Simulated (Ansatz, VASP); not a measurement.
# SiC214: VASP beside Ansatz, part 2 of 2

Wanted: the spread between two codes on one cell, functional and k mesh. The cell is taken from a series of runs on this material, whose earlier steps may have relaxed, scaled, displaced or heated it; both programs get it as it stands.

VASP 6.6.1 and Ansatz 0.2.0.

So far: The starting structure; Ansatz: single point, PBEsol.

## 3. VASP: single point, PBEsol

Level of this step: PBEsol, spin-polarised from a ferromagnetic start; plane waves and PAW (C, Si) (VASP).

The same cell, functional, mesh and smearing now go to VASP, with its own data sets.

Lines of VASP's logs that name or quote its potential files are left out, and so is its time.

Contents of INCAR:

```
SYSTEM = SiC214
PREC = Accurate
ENCUT = 520
EDIFF = 1E-06
NELM = 200
ISMEAR = -1
SIGMA = 0.01
LREAL = Auto
ALGO = Normal
GGA = PS
NBANDS = 580
ISPIN = 2
MAGMOM = 0 0 0 0 0 0 0 0 0 0 0 0.01 0 0 0 0 0 0 0 0 0 0 0 0 0 0 0 0 0 0 0 0.01 0 0 0.01 0 0 0 0.01 0.01 0 0 0 0.01 0 0 0 0 0 0 0 0 0 0 0 0 0 0 0 0 0 0 0.01 0 0 0 0.01 0 0 0 0 0 0 0 0 0 0 0 0 0.01 0 0.01 0 0 0 0.01 0 0.01 0 0 0 0.01 0 0 0 0 0 0 0 0 0 0 0 0 0.09 0.01 0.01 0.09 0.09 0.09 0 0.09 0.09 0 0 0.01 0.01 0 0 0 0 0 0.01 0 0 0 0.01 0 0 0 0 0 0 0 0.01 0 0.01 0 0 0 0.01 0 0 0 0 0 0 0 0 0 0 0 0 0 0 0.01 0 0 0 0.01 0 0 0 0 0 0 0 0 0 0 0.01 0 0 0 0.01 0 0 0 0 0 0 0 0.01 0.01 0 0 0 0.01 0 0 0 0 0 0 0 0 0 0 0 0 0 0 0.01 0 0 0 0 0 0 0 0 0 0 0 0.03
LORBIT = 11
LWAVE = .FALSE.
LCHARG = .FALSE.
ISIF = 2
NUPDOWN = 2
LASPH = .TRUE.
GGA_COMPAT = .FALSE.
```

Contents of POSCAR:

```
SiC214
1.0
   10.6614255216      0.0000000000      0.0000000000
    0.0000000000     10.6614255216      0.0000000000
    0.0000000000      0.0000000000     10.6614255216
C Si
214 1
Direct
    0.9999100000      0.9999100000      0.1664500000
    0.0005300000      0.1668400000      0.9994700000
[... 13 atom lines left out ...]
    0.2531400000      0.2531400000      0.5806200000
[... 19 atom lines left out ...]
    0.1665200000      0.5006600000      0.4993400000
    0.0837900000      0.4171300000      0.5828700000
[... 1 atom line left out ...]
    0.2474700000      0.4159000000      0.4130000000
    0.2474700000      0.5870000000      0.5841000000
[... 2 atom lines left out ...]
    0.1692300000      0.3352800000      0.6647200000
[... 3 atom lines left out ...]
    0.2531400000      0.4193800000      0.7468600000
[... 32 atom lines left out ...]
    0.5833300000      0.2477000000      0.2481700000
[... 3 atom lines left out ...]
    0.5006600000      0.1665200000      0.4993400000
    0.4171300000      0.0837900000      0.5828700000
    0.4159000000      0.2474700000      0.4130000000
[... 1 atom line left out ...]
    0.5870000000      0.2474700000      0.5841000000
[... 1 atom line left out ...]
    0.3352800000      0.1692300000      0.6647200000
[... 3 atom lines left out ...]
    0.4193800000      0.2531400000      0.7468600000
[... 5 atom lines left out ...]
    0.4995400000      0.4995400000      0.1671300000
    0.4160100000      0.4160100000      0.2498500000
[... 2 atom lines left out ...]
    0.5813900000      0.5813900000      0.2525700000
    0.3330100000      0.3330100000      0.4898400000
    0.3296600000      0.5007700000      0.3308100000
    0.5007700000      0.3296600000      0.3308100000
    0.4065100000      0.5836500000      0.4163500000
    0.5836500000      0.4065100000      0.4163500000
    0.5836500000      0.5836500000      0.5934900000
    0.3352800000      0.3352800000      0.8307700000
    0.3330100000      0.5101600000      0.6669900000
    0.5101600000      0.3330100000      0.6669900000
    0.5006600000      0.5006600000      0.8334800000
    0.4171300000      0.4171300000      0.9162100000
    0.4159000000      0.5870000000      0.7525300000
    0.5870000000      0.4159000000      0.7525300000
[... 9 atom lines left out ...]
    0.3296600000      0.6691900000      0.4992300000
[... 1 atom line left out ...]
    0.4972800000      0.6635200000      0.3364800000
    0.4995400000      0.8328700000      0.5004600000
    0.4160100000      0.7501500000      0.5839900000
[... 1 atom line left out ...]
    0.5813900000      0.7474300000      0.4186100000
[... 3 atom lines left out ...]
    0.5007700000      0.6691900000      0.6703400000
[... 3 atom lines left out ...]
    0.5833300000      0.7518300000      0.7523000000
[... 33 atom lines left out ...]
    0.6691900000      0.3296600000      0.4992300000
    0.6635200000      0.4972800000      0.3364800000
[... 1 atom line left out ...]
    0.8328700000      0.4995400000      0.5004600000
    0.7501500000      0.4160100000      0.5839900000
    0.7474300000      0.5813900000      0.4186100000
[... 3 atom lines left out ...]
    0.6691900000      0.5007700000      0.6703400000
[... 14 atom lines left out ...]
    0.6635200000      0.6635200000      0.5027200000
[... 15 atom lines left out ...]
    0.4583300000      0.4583300000      0.5416700000
```

Contents of KPOINTS:

```
Automatic mesh
0
Gamma
1 1 1
0 0 0
```

Potentials, in the order of the species: C and Si (PBE family, release 64).

Launch:

```
export OMP_NUM_THREADS=4
mpirun -np 1 vasp_gam
```

Numbers of over 12 decimals in the logs are rounded to 6 here.

Log:

```text
[banner, memory and clock lines left out]
running    1 mpi-ranks, on    1 nodes
[...]
Offloading initialized ...    1 GPUs detected
[...]
|                                                                             |
|               ----> ADVICE to this user running VASP <----                  |
|                                                                             |
|     You enforced a specific xc type in the INCAR file but a different       |
|     [... a line on the potential file left out ...]
|     I HOPE YOU KNOW WHAT YOU ARE DOING!                                     |
|                                                                             |

 LDA part: xc-table for (Slater+PW92), standard interpolation
 POSCAR, INCAR and KPOINTS ok, starting setup
[...]
entering main loop
       N       E                     dE             d eps       ncg     rms          rms(c)
DAV:   1     0.602374422856E+04    0.60237E+04   -0.52350E+05  2336   0.155E+03
DAV:   2    -0.153075876035E+04   -0.75545E+04   -0.70673E+04  3032   0.354E+02
DAV:   3    -0.211812938155E+04   -0.58737E+03   -0.58079E+03  2912   0.934E+01
DAV:   4    -0.213188290416E+04   -0.13754E+02   -0.13690E+02  2896   0.155E+01
[...]
DAV:  13    -0.205834540730E+04   -0.48492E-04   -0.30155E-05  2840   0.910E-03    0.311E-02
DAV:  14    -0.205834542322E+04   -0.15917E-04   -0.13708E-05  2840   0.709E-03    0.117E-02
DAV:  15    -0.205834542374E+04   -0.52191E-06   -0.46988E-06  2496   0.311E-03
   1 F= -.20583454E+04 E0= -.20583454E+04  d E =-.438529E-12  mag=     2.0000
```

OUTCAR, selected parts (step 3):

```text
 magnetization (x)
# of ion       s       p       d       tot
------------------------------------------
    1        0.000   0.003   0.000   0.003
    2        0.000   0.002   0.000   0.002
    3        0.000   0.002   0.000   0.002
    4        0.000   0.003   0.000   0.003
    5        0.000   0.002   0.000   0.002
    6       -0.000   0.001   0.000   0.001
[...]
213        0.000   0.003   0.000   0.003
  214        0.000   0.003   0.000   0.003
  215       -0.006  -0.016   0.000  -0.022
--------------------------------------------------
tot          0.086   1.282   0.000   1.368
```

The run ends at a pressure of 2.34 GPa, with forces up to 0.45 eV/Å.

## 4. Side by side

Known differences besides the potentials themselves: VASP starts from the moments at which Ansatz ended; the cutoff is 420 eV in Ansatz and 520 eV in VASP (PREC = Accurate, projectors in real space); Ansatz makes its cores anew for this functional, VASP keeps those of its PBE data sets; site moments are counted in spheres of each program's own size. Total energies have different zeros and are not compared.

Compared:

| quantity | Ansatz | VASP | difference |
| --- | --- | --- | --- |
| total moment, fixed by the input (μB) | 2.00 | 2.00 | 0.00 |
| moment on C105 (μB) | 0.09 | 0.12 | -0.03 |
| moment on C113 (μB) | 0.09 | 0.12 | -0.03 |
| moment on C109 (μB) | 0.09 | 0.12 | -0.03 |
| moment on C110 (μB) | 0.09 | 0.12 | -0.03 |
| moment on C108 (μB) | 0.09 | 0.12 | -0.03 |
| moment on C112 (μB) | 0.09 | 0.12 | -0.03 |

Forces on 7 of the 215 atoms, those with the largest forces and the largest differences (eV/Å; atoms numbered as in POSCAR):

| atom | Ansatz x, y, z | VASP x, y, z |
| --- | --- | --- |
| C39 | 0.171, 0.411, -0.039 | 0.162, 0.420, -0.036 |
| C105 | -0.319, -0.319, 0.031 | -0.315, -0.315, 0.059 |
| C108 | 0.031, 0.319, -0.319 | 0.050, 0.310, -0.310 |
| C109 | 0.319, 0.031, -0.319 | 0.310, 0.050, -0.310 |
| C110 | 0.319, 0.319, -0.031 | 0.310, 0.310, -0.050 |
| C112 | -0.319, -0.031, 0.319 | -0.315, -0.059, 0.315 |
| C113 | -0.031, -0.319, 0.319 | -0.059, -0.315, 0.315 |

The forces differ by 5.3 meV/Å r.m.s., which is 3.8 % of the r.m.s. force of 0.141 eV/Å (both taken over all components).

## 5. Results

```json
{"r.m.s. force difference (single point, PBEsol)": "5.3 meV/Å"}
```

**Reading.** The r.m.s. force difference is 5.3 meV/Å (single point, PBEsol), within the 12 meV/Å picked in this series as the mark of a large difference. How closely two codes agree says nothing of how well the functional describes the real material.

[Lines on the potential files, build, host, timing and source positions are cut from VASP's logs without a mark.]

[Logs are printed without paths, hosts, clocks, repeated set-up lines and the standing remarks that a program may print on its own settings, such as how far it seeks lower states.]

[Hosts, paths, dates, database ids (printed as entryN), source tags and the programs' standing remarks are cut or masked in the printed files.]
